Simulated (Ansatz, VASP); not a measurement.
ZnAu: VASP beside Ansatz

Contents of INCAR:

```
PREC = Accurate
ENCUT = 520
EDIFF = 1E-7
ISMEAR = -1
SIGMA = 0.05
LREAL = False
LASPH = True
NELM = 80
ALGO = Normal
ISIF = 2
LWAVE = False
LCHARG = True
GGA = PS
LELF = True
LVHAR = True
NBANDS = 18
```

The input KPOINTS:

```
regular mesh
0
Gamma
  13 13 13
```

POSCAR

```
ZnAu
1.0
    3.1258785582      0.0000000000      0.0000000000
    0.0000000000      3.1258785582      0.0000000000
    0.0000000000      0.0000000000      3.1258785582
Zn Au
1 1
Direct
    0.5000000000      0.5000000000      0.5000000000
    0.0000000000      0.0000000000      0.0000000000
```

Input for Ansatz:

```yaml
crystal:
  lattice:
    - [3.1258785582, 0.0, 0.0]
    - [0.0, 3.1258785582, 0.0]
    - [0.0, 0.0, 3.1258785582]
  atoms:
    - { symbol: Zn, position: [0.5, 0.5, 0.5] }
    - { symbol: Au, position: [0.0, 0.0, 0.0] }
kpoints:
  mp_grid: { grid: [13, 13, 13] }
  band_path:
    path:
      - [0.0, 0.0, 0.0]
      - [0.0, 0.5, 0.0]
      - [0.5, 0.5, 0.0]
      - [0.0, 0.0, 0.0]
      - [0.5, 0.5, 0.5]
      - [0.0, 0.5, 0.0]
      - [0.5, 0.5, 0.5]
      - [0.5, 0.5, 0.0]
    npoints: 5
scf:
  occupations: { method: fermi_dirac, width: 0.05 }
hamiltonian:
  xc: pbesol
  pseudopotentials: { kind: all_electron, lapw: { basis_error: 0.0005 } }
output:
  forces: true
  stress: true
  eigenvalues: true
```

Change from the starting cell: volume scaled by 0.98.

Alike in both runs: task single point; functional PBEsol; k mesh 13 × 13 × 13; occupations fermi-dirac, width 0.05 eV; no spin polarisation.

|  | VASP | Ansatz |
| --- | --- | --- |
| version | VASP 6.6.1 | Ansatz 0.2.0 |
| potentials or method | VASP PAW PBE potentials, release 64 (Zn, Au) | all-electron LAPW, scalar-relativistic |
| plane-wave cutoff (eV) | 520 | see its input |

|  | VASP | Ansatz | Ansatz less VASP |
| --- | --- | --- | --- |
| pressure (GPa) | 0.5 | 0.4 | -0.17 |

Ansatz ran all-electron here, so the differences hold the error of VASP's frozen core and of both bases.

Caveats: the PAW data sets were made with another functional, which shifts forces and pressure a little (VASP). Spin-orbit coupling is left out, which matters for the levels of Au.
